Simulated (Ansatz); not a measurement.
Crystal: CoO.

```xyz
2
Lattice="1.5055 0.8692 2.4399 -1.5055 0.8692 2.4399 0.0000 -1.7384 2.4399" Properties=species:S:1:pos:R:3 pbc="T T T"
Co    0.0000    0.0000    0.0000
O     0.0000    0.0000    3.6599
```

The cell is a database's computed one.

Base run:

| Item | Value |
| --- | --- |
| Program | Ansatz 0.2.0 |
| Functional | PBEsol |
| Potentials or basis | all-electron LAPW, scalar-relativistic |
| Cutoff | 362 eV |
| Density cutoff | 1450 eV |
| Basis error allowed | 0.001 eV/atom |
| k mesh | 11 × 11 × 11 |
| Occupations | fermi-dirac, width 0.05 eV |
| Spin | collinear spin, ferromagnetic start |
| Starting moments | [2.0, 0.0] μB |

Its results: pressure -9.2 GPa; net moment 2.94 μB per cell; site moments Co +2.58; O +0.33 μB.

**Question.** The run is repeated on the same cell with these changes: functional from PBEsol to PBE; occupations from fermi-dirac, width 0.05 eV to gaussian, width 0.1 eV. What comes out?

**Answer.** Pressure -0.1 GPa; net moment 2.91 μB per cell; site moments Co +2.58; O +0.31 μB.

Caveats: a cell with one magnetic atom can't hold antiferromagnetic order, which such compounds often take.

Not every run made on this cell is shown here.
